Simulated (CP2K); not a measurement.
**MgTe in CP2K: the effect of functional**

The system is MgTe.

```
Te Mg
1.0
     4.57074    0.00000    0.00000
     2.28537    3.95837    0.00000
     2.28537    1.31946    3.73199
Te Mg
1 1
Cartesian
  2.2854 1.3195 0.9330
  0.0000 0.0000 0.0000
```

The cell comes from a database or a generator and needn't be the stable form of this composition.

Alike in all runs:

* Program: CP2K 2026.2
* Task: single point
* Potentials or basis: POTENTIAL_UZH Te GTH-PBE-q6, Mg GTH-PBE-q10; TZVP-MOLOPT-PBE-GTH basis
* Density cutoff: 19048 eV
* k mesh: 7 × 7 × 7
* Occupations: fermi-dirac, width 0.05 eV
* Spin: no spin polarisation

```tsv
functional	gap on the mesh (eV)	pressure (GPa)
PBE	2.24	1.6
LDA	1.98	0.2
PBEsol	2.10	0.9
vdW-DF2	2.33	2.3
optB88-vdW	2.26	1.2
BLYP	2.37	2.7
TASK	?	?
```

Question: What does the run with functional TASK give?

Answer: gap on the mesh 4.23 eV; pressure 4.9 GPa.

Caveats: spin-orbit coupling is left out, which moves the levels of the heavy elements; the basis of atomic orbitals isn't converged, which shifts pressures, moduli and gaps; the potentials were made for another functional, which shifts forces and pressure (some runs).

